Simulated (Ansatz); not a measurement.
# MoTe2: the cost of one run

Program: Ansatz 0.2.0. Level of theory: DFT PBEsol+U (U_eff = 4 eV on Mo d), plane waves, PAW. These are calculated values, not measurements.

### 1 The starting structure

Symmetry: P6_3/mmc, No. 194, hexagonal system. Conventional cell: a = 3.518 Å, b = 3.518 Å, c = 13.974 Å, α = 90.00°, β = 90.00°, γ = 120.00°. Te (site symmetry 3m) is surrounded by 3 Mo at 2.72 Å. Around Mo (site symmetry -6m2) lie 6 Te at 2.72 Å.

Coordinates:

```cif
data_structure
_symmetry_space_group_name_H-M 'P6_3/mmc'
_symmetry_Int_Tables_number 194
_cell_length_a 3.5182
_cell_length_b 3.5182
_cell_length_c 13.9736
_cell_angle_alpha 90.000
_cell_angle_beta 90.000
_cell_angle_gamma 120.000
_cell_volume 149.79
loop_
_atom_site_label
_atom_site_type_symbol
_atom_site_symmetry_multiplicity
_atom_site_Wyckoff_symbol
_atom_site_fract_x
_atom_site_fract_y
_atom_site_fract_z
_atom_site_occupancy
Te1 Te 4 f 0.33333 0.66667 0.62100 1
Mo1 Mo 2 c 0.33333 0.66667 0.25000 1
```

Magnetic order typed: opposed in the cell.

An earlier series on this cell reached its lowest free state from «natural orbitals of the symmetric run, filled by rank», perhaps among other starts (it ended without moments).

### 2 Random orbitals: single harmonics, second filling

Input file input.yaml:

```yaml
crystal:
  lattice:
    - [3.51819974, 0.0, 0.0]
    - [-1.75909987, 3.04685035, 0.0]
    - [0.0, 0.0, 13.97359995]
  atoms:
    - { symbol: Te, position: [0.3333333333, 0.6666666667, 0.621] }
    - { symbol: Te, position: [0.6666666667, 0.3333333333, 0.121] }
    - { symbol: Te, position: [0.3333333333, 0.6666666667, 0.879] }
    - { symbol: Te, position: [0.6666666667, 0.3333333333, 0.379] }
    - { symbol: Mo, position: [0.3333333333, 0.6666666667, 0.25], spin: 0.3 }
    - { symbol: Mo, position: [0.6666666667, 0.3333333333, 0.75], spin: -0.3 }
basis:
  ecutwfc: 420
  ecutrho_ratio: 4
kpoints:
  mp_grid: { grid: [6, 6, 2] }
hamiltonian:
  xc: pbesol
  hubbard:
    sites:
      - { site: 4, l: d, u_eff: 4.0, starting_ns: [{ spin: up, occupation_matrix: s4up }, { spin: down, occupation_matrix: s4down }] }
      - { site: 5, l: d, u_eff: 4.0, starting_ns: [{ spin: up, occupation_matrix: s5up }, { spin: down, occupation_matrix: s5down }] }
    occupation_matrices:
      s4up:
        matrix:
          - [0.02, 0.0, 0.0, 0.0, 0.0]
          - [0.0, 0.02, 0.0, 0.0, 0.0]
          - [0.0, 0.0, 0.02, 0.0, 0.0]
          - [0.0, 0.0, 0.0, 0.02, 0.0]
          - [0.0, 0.0, 0.0, 0.0, 0.97]
      s4down:
        matrix:
          - [0.02, 0.0, 0.0, 0.0, 0.0]
          - [0.0, 0.02, 0.0, 0.0, 0.0]
          - [0.0, 0.0, 0.02, 0.0, 0.0]
          - [0.0, 0.0, 0.0, 0.02, 0.0]
          - [0.0, 0.0, 0.0, 0.0, 0.97]
      s5up:
        matrix:
          - [0.02, 0.0, 0.0, 0.0, 0.0]
          - [0.0, 0.02, 0.0, 0.0, 0.0]
          - [0.0, 0.0, 0.02, 0.0, 0.0]
          - [0.0, 0.0, 0.0, 0.02, 0.0]
          - [0.0, 0.0, 0.0, 0.0, 0.97]
      s5down:
        matrix:
          - [0.02, 0.0, 0.0, 0.0, 0.0]
          - [0.0, 0.02, 0.0, 0.0, 0.0]
          - [0.0, 0.0, 0.02, 0.0, 0.0]
          - [0.0, 0.0, 0.0, 0.02, 0.0]
          - [0.0, 0.0, 0.0, 0.0, 0.97]
    ns_hold: until_converged
scf:
  occupations: { method: gaussian, width: 0.05 }
  lower_state_search: "off"
  max_iter: 150
output:
  forces: true
  stress: true
  eigenvalues: true
  populations: true
  hubbard: { sites: [{ site: 4, l: d }, { site: 5, l: d }] }
magnetization:
  spin_polarized: true
```

The typed matrices put 0.97 on the chosen orbitals and 0.02 on the others, and are held until the SCF converges, then released.

The run is started by

```bash
ansatz run input.yaml --threads 4 --pin off --max-ram 6144MiB --backend cpu --events-out ev --progress --plain --runs-dir out
```

Q: Estimate wall time and peak memory on 4 threads of Arm Neoverse V2, shared host.

About 42 s, with a peak of 0.72 GiB.
